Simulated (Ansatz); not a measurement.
CsSnI3:

```xyz
5
Lattice="6.2057 0.0000 0.0000 0.0000 6.2057 0.0000 0.0000 0.0000 6.2057" Properties=species:S:1:pos:R:3 pbc="T T T"
Cs    0.0000    0.0000    0.0000
I     3.1029    3.1029    0.0000
I     3.1029    0.0000    3.1029
I     0.0000    3.1029    3.1029
Sn    3.1029    3.1029    3.1029
```

```yaml
Program: Ansatz 0.2.0
Task: relaxation of cell and atoms
Functional: PBEsol
Dispersion: D3(BJ)
Potentials_or_basis: Ansatz PAW
Cutoff: "420 eV (not typed: the program's choice for these potentials)"
k_mesh: 5 × 5 × 5
Occupations: fermi-dirac, width 0.05 eV
Spin: no spin polarisation
```

At the start: volume 47.80 Å³/atom.

Where does the relaxation end?

It ends after 5 steps and the volume is 43.67 Å³/atom (-8.6 %); space group Pm-3m (No. 221, to 0.05 Å).

The path:
| step | energy change (eV) | largest force (eV/Å) | volume (Å³) |
| --- | --- | --- | --- |
| 1 | 0.0000 | 0.0000 | 238.99 |
| 2 | -0.0770 | 0.0000 | 228.94 |
| 3 | -0.1083 | 0.0000 | 216.10 |
| 4 | -0.1093 | 0.0000 | 218.34 |
| 5 | -0.1072 | 0.0000 | 218.34 |

Final structure:
```
Cs I Sn
1.0
     6.02160    0.00000    0.00000
     0.00000    6.02160    0.00000
     0.00000    0.00000    6.02160
Cs I Sn
1 3 1
Direct
  0.00000 0.00000 0.00000
  0.50000 0.50000 0.00000
  0.50000 0.00000 0.50000
  0.00000 0.50000 0.50000
  0.50000 0.50000 0.50000
```

Caveat: the plane-wave basis is chosen anew once the cell has moved, so the energies of steps on either side of that aren't comparable; the PAW data sets come from PBE, with cores solved anew for the run's functional, which leaves a small shift of forces and pressure.
